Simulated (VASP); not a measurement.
# Sn (Fd-3m) in VASP: further runs

One crystal, Sn, is run at these levels: PBE; tasks: relaxation of cell and atoms.

Everything below comes from runs of VASP 6.6.1. Logs are shortened: lines on timing, memory, paths and dates and some standing lists are left out, and cuts for length are marked.

## (1) The crystal as given

It takes space group Fd-3m (No. 227, cubic). The conventional cell has a = 6.467 Å, b = 6.467 Å, c = 6.467 Å, α = 90.00°, β = 90.00°, γ = 90.00°. Sn (site symmetry -43m) has 4 Sn at 2.80 Å as nearest neighbours.

This isn't the form of Sn at room conditions, which is tetragonal (white tin).

## (2) Relaxation of cell and atoms, PBE

Input file INCAR:

```
SYSTEM = Sn
  PREC = Accurate
  ENCUT = 520
  EDIFF = 1E-7
  ISMEAR = 0
  SIGMA = 0.02
  LREAL = .False.
  LASPH = .True.
  NELM = 60
  ALGO = Normal
  ISIF = 3
  LWAVE = .False.
  LCHARG = .False.
  GGA = PE
  IBRION = 2
  NSW = 80
  EDIFFG = -0.002
```

Input file KPOINTS:

```
regular mesh
0
Gamma
  2 2 2
  0 0 0
```

Input file POSCAR:

```
Sn
1.0
    0.0000000000      3.2333428000      3.2333428000
    3.2333428000      0.0000000000      3.2333428000
    3.2333428000      3.2333428000      0.0000000000
Sn
2
Direct
    0.0000000000      0.0000000000      0.0000000000
    0.2500000000      0.2500000000      0.2500000000
```

Potentials or basis: VASP PAW PBE potentials, release 64 (Sn_d).

Command:

```sh
cat potpaw_PBE.64/Sn_d/POTCAR > POTCAR
mpirun -np 1 vasp_std > vasp.out
```

OUTCAR:

```text
SYSTEM = Sn
   PREC = Accurate
   ENCUT = 520
   EDIFF = 1E-7
   ISMEAR = 0
   LREAL = .False.
   LASPH = .True.
   NELM = 60
   ISIF = 3
   GGA = PE
   IBRION = 2
   NSW = 80
   EDIFFG = -0.002

 ion  position               nearest neighbor table
   1  0.000  0.000  0.000-   2 2.80   2 2.80   2 2.80   2 2.80
   2  0.250  0.250  0.250-   1 2.80   1 2.80   1 2.80   1 2.80

  LATTYP: Found a face centered cubic cell.
 ALAT       =     6.4666856000

  Lattice vectors:

 A1 = (   0.0000000000,   3.2333428000,   3.2333428000)
 A2 = (   3.2333428000,   0.0000000000,   3.2333428000)
 A3 = (   3.2333428000,   3.2333428000,   0.0000000000)

Analysis of symmetry for initial positions (statically):
=====================================================================
 Subroutine PRICEL returns:
 Original cell was already a primitive cell.

 Routine SETGRP: Setting up the symmetry group for a
 face centered cubic supercell.

 Subroutine GETGRP returns: Found 48 space group operations
 (whereof 24 operations were pure point group operations)
 out of a pool of 48 trial point group operations.

The static configuration has the point symmetry T_d .
 The point group associated with its full space group is O_h .

Analysis of symmetry for dynamics (positions and initial velocities):
=====================================================================
 Subroutine PRICEL returns:
 Original cell was already a primitive cell.

 Routine SETGRP: Setting up the symmetry group for a
 face centered cubic supercell.

 Subroutine GETGRP returns: Found 48 space group operations
 (whereof 24 operations were pure point group operations)
 out of a pool of 48 trial point group operations.

The dynamic configuration has the point symmetry T_d .
 The point group associated with its full space group is O_h .

 Subroutine INISYM returns: Found 48 space group operations
 (whereof 24 operations are pure point group operations),
 and found     1 'primitive' translations

----------------------------------------------------------------------------------------

                                     Primitive cell

  volume of cell :      67.6060

  direct lattice vectors                    reciprocal lattice vectors
     0.000000000  3.233342800  3.233342800    -0.154638723  0.154638723  0.154638723
     3.233342800  0.000000000  3.233342800     0.154638723 -0.154638723  0.154638723
     3.233342800  3.233342800  0.000000000     0.154638723  0.154638723 -0.154638723

  length of vectors
     4.572637240  4.572637240  4.572637240     0.267842124  0.267842124  0.267842124

  position of ions in fractional coordinates (direct lattice)
     0.000000000  0.000000000  0.000000000
     0.250000000  0.250000000  0.250000000

  ion indices of the primitive-cell ions
   primitive index   ion index
                 1           1
                 2           2

----------------------------------------------------------------------------------------

 KPOINTS: regular mesh

Automatic generation of k-mesh.
 Grid dimensions read from file:
 generate k-points for:    2    2    2

 Generating k-lattice:

  Cartesian coordinates                     Fractional coordinates (reciprocal lattice)
    -0.077319361  0.077319361  0.077319361     0.500000000  0.000000000  0.000000000
     0.077319361 -0.077319361  0.077319361     0.000000000  0.500000000  0.000000000
     0.077319361  0.077319361 -0.077319361     0.000000000  0.000000000  0.500000000

  Length of vectors
     0.133921062  0.133921062  0.133921062

  Shift w.r.t. Gamma in fractional coordinates (k-lattice)
     0.000000000  0.000000000  0.000000000

 Subroutine IBZKPT returns following result:
 ===========================================

 Found      3 irreducible k-points:

 Following reciprocal coordinates:
            Coordinates               Weight
  0.000000  0.000000  0.000000      1.000000
  0.500000  0.000000  0.000000      4.000000
  0.500000  0.500000  0.000000      3.000000
   k-points           NKPTS =      3   k-points in BZ     NKDIM =      3   number of bands    NBANDS=     18
   number of dos      NEDOS =    301   number of ions     NIONS =      2
   total plane-waves  NPLWV =  46656
   dimension x,y,z NGX =    36 NGY =   36 NGZ =   36
   dimension x,y,z NGXF=    72 NGYF=   72 NGZF=   72
   ions per type =               2
   NGX,Y,Z   is equivalent  to a cutoff of  13.09, 13.09, 13.09 a.u.
   NGXF,Y,Z  is equivalent  to a cutoff of  26.18, 26.18, 26.18 a.u.
 SYSTEM =  Sn
   PREC   = accura    normal or accurate (medium, high low for compatibility)
   ISTART =      0    job   : 0-new  1-cont  2-samecut
   ICHARG =      2    charge: 1-file 2-atom 10-const
   ISPIN  =      1    spin polarized calculation?
   LNONCOLLINEAR =      F non collinear calculations
   LSORBIT =      F    spin-orbit coupling
   LASPH  =      T    aspherical Exc in radial PAW
   ENCUT  =  520.0 eV  38.22 Ry    6.18 a.u.   8.50  8.50  8.50*2*pi/ulx,y,z
   NELM   =     60;   NELMIN=  2; NELMDL= -5     # of ELM steps
   EDIFF  = 0.1E-06   stopping-criterion for ELM
   LREAL  =      F    real-space projection
   EDIFFG = -.2E-02   stopping-criterion for IOM
   NSW    =     80    number of steps for IOM
   IBRION =      2    ionic relax: 0-MD 1-quasi-New 2-CG
   NFREE  =      1    steps in history (QN), initial steepest desc. (CG)
   ISIF   =      3    stress and relaxation
   ISYM   =      2    0-nonsym 1-usesym 2-fastsym
   POTIM  = 0.5000    time-step for ionic-motion
   TEBEG  =    0.0;   TEEND  =   0.0 temperature during run
   PSTRESS=    0.0 pullay stress
   NELECT =      28.0000    total number of electrons
   NUPDOWN=      -1.0000    fix difference up-down
   EMIN   =  10.00;   EMAX   =-10.00  energy-range for DOS
   EFERMI =   0.00;   METHOD = LEGACY
   ISMEAR =     0;   SIGMA  =   0.02  broadening in eV -4-tet -1-fermi 0-gaus
   EFERMI_NEDOS =   21; number of points for ismear=-14 and -15
   IALGO  =     38    algorithm
   IMIX   =      4    mixing-type and parameters
     AMIX     =   0.40;   BMIX     =  1.00
     AMIX_MAG =   1.60;   BMIX_MAG =  1.00
  volume/ion in A,a.u.               =      33.80       228.11
  Fermi-wavevector in a.u.,A,eV,Ry     =   1.220298  2.306028 20.260793  1.489126
  Thomas-Fermi vector in A             =   2.355520
   LORBIT       =      0    0 simple, 1 ext, 2 COOP (PROOUT), +10 PAW based schemes
   GGA     = PE    functional components
   LHFCALC =     F    Hartree Fock is set to
   AEXX    =    0.0000 exact exchange contribution
   IVDW    =     0    specifies the selected vdW correction
   LEPSILON=     F    determine dielectric tensor
   LRPA    =     F    only Hartree local field effects (RPA)
 conjugate gradient relaxation of ions
 non-spin polarized calculation
 Gauss-broadening in eV      SIGMA  =   0.02
  energy-cutoff  :      520.00
  volume of cell :       67.61
 maximum number of plane-waves:      1837
 NGX is ok and might be reduce to    36
   NGX = 17   NGY = 17   NGZ = 17

--------------------------------------- Ionic step        1  -------------------------------------------

 number of electron      28.0000008 magnetization

 Free energy of the ion-electron system (eV)
  ---------------------------------------------------
  ext. energy  EPLUGINS =         0.00000000
  ---------------------------------------------------
  free energy    TOTEN  =        -5.38408640 eV

  energy without entropy =       -5.37844451  energy(sigma->0) =       -5.38126546

 E-fermi :   5.8886     XC(G=0):  -8.8263

 val. band max:        5.3458760232   @ k =   0.0000   0.0000   0.0000
 cond. band min:       5.8886420052   @ k =   0.5000   0.0000   0.0000
 fundamental gap:      0.5427659821
 Fermi energy:         5.8886420050

 k-point     1 :       0.0000    0.0000    0.0000
  band No.  band energies     occupation
      1     -15.6660      2.00000
      2     -15.6660      2.00000
      3     -15.6660      2.00000
      4     -15.6060      2.00000
      5     -15.6060      2.00000
      6     -15.2844      2.00000
[... 10 lines left out ...]
     17       7.9993      0.00000
     18       7.9993      0.00000

 k-point     2 :       0.5000    0.0000    0.0000
  band No.  band energies     occupation
      1     -15.7036      2.00000
      2     -15.7036      2.00000
      3     -15.6388      2.00000
      4     -15.5429      2.00000
      5     -15.5429      2.00000
      6     -15.3451      2.00000
[... 10 lines left out ...]
     17       9.0756      0.00000
     18      11.4912      0.00000

 k-point     3 :       0.5000    0.5000    0.0000
  band No.  band energies     occupation
      1     -15.7191      2.00000
      2     -15.7191      2.00000
      3     -15.5812      2.00000
      4     -15.5812      2.00000
      5     -15.4375      2.00000
      6     -15.4375      2.00000
[... 123 lines left out ...]
  FORCE on cell =-STRESS in cart. coord.  units (eV):
  Direction    XX          YY          ZZ          XY          YZ          ZX
  --------------------------------------------------------------------------------------
  -------------------------------------------------------------------------------------
  Total       -0.0124819     -0.0124819     -0.0124819     -0.0000000     -0.0000000      0.0000000
  in kB       -0.2215991     -0.2215991     -0.2215991     -0.0000000     -0.0000000      0.0000000
  external PRESSURE =      -0.2215991 kB  Pullay stress =       0.0000000 kB

 VOLUME and BASIS-vectors are now :
 -----------------------------------------------------------------------------
  energy-cutoff  :      520.00
  volume of cell :       90.24
      direct lattice vectors                 reciprocal lattice vectors
    -0.000000000  3.560115744  3.560115744    -0.140444872  0.140444872  0.140444872
     3.560115744  0.000000000  3.560115744     0.140444872 -0.140444872  0.140444872
     3.560115744  3.560115744  0.000000000     0.140444872  0.140444872 -0.140444872

 POSITION                                       TOTAL-FORCE (eV/Angst)
 -----------------------------------------------------------------------------------
      0.00000      0.00000      0.00000        -0.000000      0.000000      0.000000
      1.78006      1.78006      1.78006         0.000000     -0.000000     -0.000000
 -----------------------------------------------------------------------------------
    total drift:                                0.000000      0.000000      0.000000

  FREE ENERGIE OF THE ION-ELECTRON SYSTEM (eV)
  ---------------------------------------------------
  free  energy   TOTEN  =        -6.0930393913 eV

  energy  without entropy=       -6.0873974955  energy(sigma->0) =       -6.09021844

--------------------------------------- Ionic step        5  -------------------------------------------

 number of electron      28.0000015 magnetization

 Free energy of the ion-electron system (eV)
  ---------------------------------------------------
  ext. energy  EPLUGINS =         0.00000000
  ---------------------------------------------------
  free energy    TOTEN  =        -6.09304513 eV

  energy without entropy =       -6.08740324  energy(sigma->0) =       -6.09022418

 E-fermi :   2.8314     XC(G=0):  -7.6155

 val. band max:        2.4733501955   @ k =   0.5000   0.0000   0.0000
 cond. band min:       2.8313604995   @ k =   0.5000   0.0000   0.0000
 fundamental gap:      0.3580103040
 Fermi energy:         2.8313604995

 k-point     1 :       0.0000    0.0000    0.0000
  band No.  band energies     occupation
      1     -17.9825      2.00000
      2     -17.9825      2.00000
      3     -17.9825      2.00000
      4     -17.9538      2.00000
      5     -17.9538      2.00000
      6     -17.8161      2.00000
[... 10 lines left out ...]
     17       5.2701      0.00000
     18       5.2701      0.00000

 k-point     2 :       0.5000    0.0000    0.0000
  band No.  band energies     occupation
      1     -17.9996      2.00000
      2     -17.9996      2.00000
      3     -17.9678      2.00000
      4     -17.9262      2.00000
      5     -17.9262      2.00000
      6     -17.8457      2.00000
[... 10 lines left out ...]
     17       6.2403      0.00000
     18       8.8125      0.00000

 k-point     3 :       0.5000    0.5000    0.0000
  band No.  band energies     occupation
      1     -18.0073      2.00000
      2     -18.0073      2.00000
      3     -17.9391      2.00000
      4     -17.9391      2.00000
      5     -17.8842      2.00000
      6     -17.8842      2.00000
[... 15 lines left out ...]
  FORCE on cell =-STRESS in cart. coord.  units (eV):
  Direction    XX          YY          ZZ          XY          YZ          ZX
  --------------------------------------------------------------------------------------
  -------------------------------------------------------------------------------------
  Total       -0.0000103     -0.0000103     -0.0000103      0.0000000      0.0000000     -0.0000000
  in kB       -0.0001824     -0.0001824     -0.0001824      0.0000000      0.0000000     -0.0000000
  external PRESSURE =      -0.0001824 kB  Pullay stress =       0.0000000 kB

 VOLUME and BASIS-vectors are now :
 -----------------------------------------------------------------------------
  energy-cutoff  :      520.00
  volume of cell :       90.17
      direct lattice vectors                 reciprocal lattice vectors
    -0.000000000  3.559096588  3.559096588    -0.140485089  0.140485089  0.140485089
     3.559096588 -0.000000000  3.559096588     0.140485089 -0.140485089  0.140485089
     3.559096588  3.559096588  0.000000000     0.140485089  0.140485089 -0.140485089

 POSITION                                       TOTAL-FORCE (eV/Angst)
 -----------------------------------------------------------------------------------
      7.11819      3.55910      3.55910        -0.000000     -0.000000     -0.000000
      1.77955      1.77955      1.77955         0.000000      0.000000      0.000000
 -----------------------------------------------------------------------------------
    total drift:                                0.000000      0.000000      0.000000

  FREE ENERGIE OF THE ION-ELECTRON SYSTEM (eV)
  ---------------------------------------------------
  free  energy   TOTEN  =        -6.0930451321 eV

  energy  without entropy=       -6.0874032363  energy(sigma->0) =       -6.09022418

 reached required accuracy - stopping structural energy minimisation
```

It took 32 s on 1 thread of Intel Xeon Platinum 8488C (Sapphire Rapids), shared host; peak memory 0.2 GiB.

What came out:

```yaml
Free_energy: -6.0930 eV
Relaxed_volume: 45.08 Å³/atom
Relaxed_cell: a = 5.033 Å, b = 5.033 Å, c = 5.033 Å, α = 60.00°, β = 60.00°, γ = 60.00°
Space_group_after_relaxing_to_0.05_Å: Fd-3m (No. 227)
Energy_gained_by_relaxing: 354.5 meV/atom
Ionic_steps: 5
Pressure_after_relaxing: 0.0 GPa
Band_gap_on_the_k_mesh: none (metal or under the smearing width)
```

Step by step:
```
step  energy change (eV)  largest force (eV/Å)  pressure (GPa)  volume (Å³)
   1              0.0000                0.0000           13.17        67.61
   2             -0.6593                0.0000           -1.74        98.59
   3             -0.7086                0.0000            0.18        89.49
   4             -0.7090                0.0000           -0.02        90.24
   5             -0.7090                0.0000            0.00        90.17
```

Final structure:
```
Sn
1.0
     0.00000    3.55910    3.55910
     3.55910    0.00000    3.55910
     3.55910    3.55910    0.00000
Sn
2
Cartesian
  7.1182 3.5591 3.5591
  1.7795 1.7795 1.7795
```

Caveat: the k mesh is coarse (spacing up to 0.84 Å⁻¹), so the values aren't converged; the volume moved by over 15 % at a fixed basis, so the end points are rough; the volume moved by +33 % from the deposited cell, more than functionals usually miss. Zero-point motion and thermal expansion aren't in these numbers.

## (3) Relaxation of cell and atoms, PBE

This run uses another cell than the first one, of 45.08 Å³/atom, 1.334 times its volume.

INCAR is that of step 2.

KPOINTS is that of step 2.

Input file POSCAR:

```
Sn                                      
1.0
   -0.0000000000      3.5590965881      3.5590965881
    3.5590965881     -0.0000000000      3.5590965881
    3.5590965881      3.5590965881      0.0000000000
  Sn            
     2
Direct
     0.0000000000000000    1.0000000000000000    1.0000000000000000
     0.2500000000000000    0.2500000000000000    0.2500000000000000
```

Potentials or basis: VASP PAW PBE potentials, release 64 (Sn_d).

Command:

```sh
cat potpaw_PBE.64/Sn_d/POTCAR > POTCAR
mpirun -np 1 vasp_std > vasp.out
```

Run time: 19 s. Hardware: 1 thread of Intel Xeon Platinum 8488C (Sapphire Rapids), shared host; peak memory 0.23 GiB.

Results (log left out):

| Property | Result |
| --- | --- |
| Free energy | -6.0963 eV |
| Relaxed volume | 45.03 Å³/atom |
| Relaxed cell | a = 5.031 Å, b = 5.031 Å, c = 5.031 Å, α = 60.00°, β = 60.00°, γ = 60.00° |
| Space group after relaxing (to 0.05 Å) | Fd-3m (No. 227) |
| Energy gained by relaxing | 0.0 meV/atom |
| Ionic steps | 2 |
| Pressure after relaxing | 0.0 GPa |
| Band gap on the k mesh | none (metal or under the smearing width) |

Final structure:
```yaml
crystal:
  lattice:
    - [0.00000, 3.55757, 3.55757]
    - [3.55757, 0.00000, 3.55757]
    - [3.55757, 3.55757, 0.00000]
  atoms:
    - { symbol: Sn, position: [0.00000, 0.00000, 0.00000] }
    - { symbol: Sn, position: [0.25000, 0.25000, 0.25000] }
```

Levels at points of the mesh, in eV from the Fermi level:
```csv
k point,band 12,band 13,band 14,band 15,band 16,band 17
"(0.00, 0.00, 0.00)",-1.93,0.50,0.50,0.50,2.44,2.44
"(0.50, 0.00, 0.00)",-5.17,-0.36,-0.36,0.00,3.41,3.41
"(0.50, 0.50, 0.00)",-6.36,-1.31,-1.31,1.40,1.40,6.45
```

Caveat: the k mesh is coarse (spacing up to 0.76 Å⁻¹), so the values aren't converged.
